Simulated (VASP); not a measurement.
TiSi2, 6 atoms in the cell. Symmetry: Fddd, No. 70, orthorhombic system. Conventional cell: a = 4.779 Å, b = 8.235 Å, c = 8.526 Å, α = 90.00°, β = 90.00°, γ = 90.00°. Ti (site symmetry 222) has 10 Si at 2.55 to 2.78 Å as nearest neighbours. Around Si (site symmetry 2) lie 5 Si at 2.52 to 2.79 Å and 5 Ti at 2.55 to 2.78 Å. The cell is a database's computed one.

* Program: VASP 6.6.1
* Task: atomic charges
* Functional: PBEsol
* Potentials or basis: VASP PAW PBE potentials, release 64 (Ti_sv, Si)
* Cutoff: 520 eV
* k mesh: 7 × 7 × 7
* Occupations: gaussian, width 0.02 eV
* Spin: no spin polarisation
* Further INCAR settings: ALGO = Fast; EDIFF = 1e-06

Potentials or basis: VASP PAW PBE potentials, release 64 (Ti_sv, Si).

Launch:

```bash
$ cat potpaw_PBE.64/Ti_sv/POTCAR potpaw_PBE.64/Si/POTCAR > POTCAR
$ mpirun -np 1 vasp_std > vasp.out
```

Hardware: 1 thread of Intel(R) Xeon(R) Platinum 8488C (Sapphire Rapids), with other jobs on the host.

Question: Estimate the wall time of this run.

Answer: It took 7 min on 1 thread of Intel(R) Xeon(R) Platinum 8488C (Sapphire Rapids), on a shared host, peak memory 0.31 GiB. Counts: scf iterations 42, k points 64.
